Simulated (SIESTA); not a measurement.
ZrO2:

```
Zr O
1.0
     0.00000    2.54507    2.54507
     2.54507    0.00000    2.54507
     2.54507    2.54507    0.00000
Zr O
1 2
Direct
  0.00000 0.00000 0.00000
  0.75000 0.75000 0.75000
  0.25000 0.25000 0.25000
```

Measurements of this composition are mostly on another form, of space group No. 14.

Base run:

```yaml
Program: SIESTA 5.4.2
Functional: PBE
Potentials_or_basis: PseudoDojo 0.4 standard (PBE files)
Basis: DZ (energy shift 0.003 Ry; two zetas on semicore shells)
Grid_cutoff: 800 Ry
Energy_shift: 0.003 Ry
k_mesh: 9 × 9 × 9
Occupations: fermi-dirac, width 0.05 eV
Spin: no spin polarisation
```

Its results: band gap on the k mesh 3.22 eV, indirect (least direct gap 3.73 eV); pressure 9.8 GPa.

Problem. After a change of settings the same cell gave: band gap on the k mesh 3.27 eV, indirect (least direct gap 3.75 eV); pressure 7.6 GPa. Which change was it?
A. basis from DZ (energy shift 0.003 Ry; two zetas on semicore shells) to SZP (energy shift 0.003 Ry)
B. basis from DZ (energy shift 0.003 Ry; two zetas on semicore shells) to DZDP (energy shift 0.003 Ry; two zetas on semicore shells)
C. basis from DZ (energy shift 0.003 Ry; two zetas on semicore shells) to TZDP (energy shift 0.003 Ry; two zetas on semicore shells)
D. basis from DZ (energy shift 0.003 Ry; two zetas on semicore shells) to SZ (energy shift 0.003 Ry)

Solution. C.

Caveats: the basis of atomic orbitals isn't converged, which shifts pressures, moduli and gaps; the basis has no polarisation orbitals (some runs).
